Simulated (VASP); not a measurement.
Input of a VASP 6.6.1 run:

The input POSCAR:

```
Se
1.0
    2.8105630200      0.0000000000      0.0000000000
    0.0000000000      2.8105630200      0.0000000000
    0.0000000000      0.0000000000      2.8105630200
Se
1
Direct
    0.0000000000      0.0000000000      0.0000000000
```

INCAR.step1

```
SYSTEM = Se
  PREC = Accurate
  ENCUT = 600
  EDIFF = 1E-5
  ISMEAR = 0
  SIGMA = 0.05
  LREAL = .False.
  LASPH = .True.
  NELM = 100
  ALGO = Normal
  LWAVE = .True.
  LCHARG = .False.
  GGA = PE
```

Contents of INCAR.step2:

```
SYSTEM = Se
  PREC = Accurate
  ENCUT = 600
  EDIFF = 1E-6
  ISMEAR = 0
  SIGMA = 0.05
  LREAL = .False.
  LASPH = .True.
  NELM = 100
  ALGO = Normal
  ISIF = 3
  LWAVE = .False.
  LCHARG = .False.
  METAGGA = SCAN
  LHFCALC = .True.
  AEXX = 0.25
  LMIXTAU = .True.
  PRECFOCK = Normal
  IBRION = 2
  NSW = 40
  EDIFFG = -0.005
  ISTART = 1
```

The input KPOINTS:

```
regular mesh
0
Gamma
  5 5 5
  0 0 0
```

Potentials or basis: VASP PAW PBE potentials, release 64 (Se).

Launch:

```console
$ cat potpaw_PBE.64/Se/POTCAR > POTCAR
$ cp INCAR.step1 INCAR
$ mpirun -np 1 vasp_std > vasp.out
$ cp INCAR.step2 INCAR
$ mpirun -np 1 vasp_std > vasp.out
```

Predict the relaxed cell.

a = 2.745 Å, b = 2.745 Å, c = 2.745 Å, α = 90.00°, β = 90.00°, γ = 90.00°.

Predict the space group after relaxing (to 0.05 Å).

Pm-3m (No. 221).

What does it give for the band gap on the k mesh?

None (metal or under the smearing width).

Step by step:
| step | energy change (eV) | largest force (eV/Å) | pressure (GPa) | volume (Å³) |
| --- | --- | --- | --- | --- |
| 1 | 0.0000 | 0.0000 | -5.30 | 22.20 |
| 2 | -0.0183 | 0.0000 | 3.59 | 19.92 |
| 3 | -0.0266 | 0.0000 | 0.05 | 20.69 |
| 4 | -0.0266 | 0.0000 | -0.09 | 20.72 |
| 5 | -0.0266 | 0.0000 | -0.12 | 20.72 |
| 6 | -0.0266 | 0.0000 | -0.13 | 20.72 |
| 7 | -0.0266 | 0.0000 | -0.12 | 20.72 |
| 8 | -0.0266 | 0.0000 | -0.12 | 20.72 |
| 9 | -0.0266 | 0.0000 | -0.12 | 20.72 |
| 10 | -0.0266 | 0.0000 | -0.12 | 20.72 |
| 11 | -0.0266 | 0.0000 | -0.12 | 20.72 |
| 12 | -0.0266 | 0.0000 | -0.12 | 20.72 |
| 13 | -0.0266 | 0.0000 | -0.12 | 20.72 |
| 14 | -0.0266 | 0.0000 | -0.12 | 20.72 |
| 15 | -0.0266 | 0.0000 | -0.11 | 20.71 |
| 16 | -0.0266 | 0.0000 | -0.11 | 20.70 |
| 17 | -0.0266 | 0.0000 | -0.11 | 20.69 |
| 18 | -0.0266 | 0.0000 | 0.14 | 20.65 |
| 19 | -0.0266 | 0.0000 | 0.13 | 20.67 |
| 20 | -0.0266 | 0.0000 | 0.12 | 20.68 |
| 21 | -0.0266 | 0.0000 | 0.09 | 20.68 |
| 22 | -0.0266 | 0.0000 | 0.06 | 20.68 |
| 23 | -0.0266 | 0.0000 | 0.04 | 20.68 |
| 24 | -0.0266 | 0.0000 | 0.04 | 20.69 |
| 25 | -0.0266 | 0.0000 | 0.05 | 20.69 |
| 26 | -0.0266 | 0.0000 | 0.04 | 20.71 |
| 27 | -0.0266 | 0.0000 | -0.16 | 20.74 |
| 28 | -0.0266 | 0.0000 | -0.14 | 20.72 |
| 29 | -0.0266 | 0.0000 | -0.12 | 20.71 |
| 30 | -0.0266 | 0.0000 | -0.09 | 20.71 |
| 31 | -0.0266 | 0.0000 | -0.09 | 20.71 |
| 32 | -0.0266 | 0.0000 | -0.09 | 20.70 |
| 33 | -0.0266 | 0.0000 | 0.02 | 20.68 |

Caveat: the k mesh is coarse (spacing up to 0.45 Å⁻¹), so the values aren't converged, least of all with exact exchange; the PAW data sets were made with another functional, which shifts forces and pressure a little.
